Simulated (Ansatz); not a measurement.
# HgSe: pressure and energy less free atoms against volume scale

Results calculated with Ansatz 0.2.0, not measured. Periodic Kohn-Sham DFT of a crystal at fixed atoms, scaled to volume_scale times the given cell; pressure positive in compression, energy less spherical unpolarised free atoms, largest_vzz the field gradient of largest size among the nuclei.

The cell before it is scaled or strained (space group F-43m, No. 216):
```
CELL_PARAMETERS angstrom
0.00000 3.09630 3.09630
3.09630 0.00000 3.09630
3.09630 3.09630 0.00000
ATOMIC_POSITIONS crystal
Hg 0.00000 0.00000 0.00000
Se 0.25000 0.25000 0.25000
```

Settings of every row: method all-electron LAPW; functional PBEsol; relativity scalar; k mesh 10x10x10; filling fermi-dirac; smearing width 0.05 eV; basis error target 0.25 meV/atom; nucleus gaussian.

Atom start moment: 0 on all atoms.

Limits: no spin-orbit coupling on heavy atoms; the cell comes from a prototype or a list of computed structures and needn't be the stable phase.

```
row  volume scale  V (Å³/atom)  pressure (GPa)  energy less free atoms (eV/atom)
  1          0.95         28.2           1.226                           -2.4101
  2         0.975       28.942          -0.181                           -2.4124
  3             1       29.685               ?                                 ?
  4         1.025       30.427          -2.415                           -2.3999
  5          1.05       31.169          -3.295                           -2.3866
```

Question: what pressure and energy less free atoms should row 3 give?

Worked fit of pressure. Take u = (V_r/V)^(2/3) − 1 with V_r = 29.684 Å³ an atom, which is twice the finite (Eulerian) strain; such expansions in the strain, on which the Birch-Murnaghan equation of state is built, carry the rest volume and the bulk modulus. The shown rows have u = 0.03478, 0.01702, -0.01635, -0.03202. Least squares give pressure = −1.3849 + 66.992 × u + 230.97 × u² GPa; a straight line predicts inner rows, each left out in turn, worse (root mean square 0.15 against 0.0084 GPa). The rows lie off it by 0.002, -0.003, 0.003, -0.002. The pressure vanishes at u = 0.0194, or V = 28.84 Å³ an atom, and there the bulk modulus at fixed shape and fractions is B = −V dP/dV = (2/3)(1 + u) dP/du = 51.6 GPa. The withheld row has u = -2e-05, so the fit gives −1.3849 + 66.992 × (-2e-05) + 230.97 × (-2e-05)² = -1.386 GPa.

The calculation gave -1.386 GPa. The fit meets it to the printed digit.

Worked fit of energy less free atoms. Take u = (V_r/V)^(2/3) − 1 with V_r = 29.684 Å³ an atom, which is twice the finite (Eulerian) strain; such expansions in the strain, on which the Birch-Murnaghan equation of state is built, carry the rest volume and the bulk modulus. The shown rows have u = 0.03478, 0.01702, -0.01635, -0.03202. Least squares give energy less free atoms = −2.40875 − 0.3792 × u + 9.773 × u² eV/atom; a straight line predicts inner rows, each left out in turn, worse (root mean square 0.0063 against 7.9e-05 eV/atom). All shown rows lie on it to the printed digit. Its lowest point lies at u = 0.0194, or V = 28.84 Å³ an atom, and the curvature there gives the bulk modulus at fixed shape and fractions, B = (4/9)(1 + u)² E″(u)/V = 50.1 GPa. The withheld row has u = -2e-05, so the fit gives −2.40875 − 0.3792 × (-2e-05) + 9.773 × (-2e-05)² = -2.4087 eV/atom.

The calculation gave -2.4087 eV/atom. The fit meets it to the printed digit.
